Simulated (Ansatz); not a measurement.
Acetic acid + `OBCl` → `CC(=O)OBCl` + H₂O at 500 K and 1 bar (substitution at a C–O bond).

Computed with Ansatz on PBE0-D4/def2-TZVP structures; ΔE is electronic, products minus reactants. CCSD(T)/CBS is the MP2 limit (def2-TZVPP, def2-QZVPP) plus CCSD(T) − MP2 in def2-TZVPP, frozen cores. This one scheme is used for every species. One conformer a species, not always the lowest.

| species | CCSD(T)/CBS energy (Eh) | H − E (kJ/mol) | S (J/(mol·K)) |
| --- | --- | --- | --- |
| `CC(=O)O` | -228.87529 | 193.9 | 329.7 |
| `OBCl` | -561.03999 | 100.1 | 295.7 |
| `CC(=O)OBCl` | -713.52185 | 218.4 | 414.5 |
| H₂O | -76.37941 | 73.2 | 206.3 |

H − E and S are ideal-gas, rigid-rotor, harmonic terms from PBE0-D4/def2-TZVP, for one conformer and one mirror image of each species. 1 Eh = 2625.50 kJ/mol, R = 8.31446 J/(mol·K).

Question: By hand: ΔE, ΔH, ΔS and ΔG.

Answer: ΔE = (-713.52185) + (-76.37941) − (-228.87529) − (-561.03999) = 0.01402 Eh = 36.8 kJ/mol. Δ(H − E) = 218.4 + 73.2 − 193.9 − 100.1 = -2.4, so ΔH = 34.4 kJ/mol. ΔS = 414.5 + 206.3 − 329.7 − 295.7 = -4.6 J/(mol·K). ΔG = 34.4 − 500 × (-4.6)/1000 = 36.7 kJ/mol.

Question: By hand: the equilibrium constant, and the temperature at which ΔG would vanish if ΔH and ΔS stayed fixed.

Answer: log₁₀ K = −ΔG/(RT ln 10) = -3.8. ΔH and −TΔS have one sign here, so there is no such temperature. One of them is within its doubt of zero, so this could turn.

The number of gas molecules stays the same, so ΔS is small and ΔH decides. A doubt of 5 kJ/mol in ΔE shifts log₁₀ K by 0.5 here. Other conformers and mirror images would add mixing entropy, several J/(mol·K) or more a flexible species. These are equilibria of isolated gas molecules and say nothing of rates. Largest T1 diagnostic: 0.015 (customary marks: 0.02 for closed shells, 0.045 for open ones).
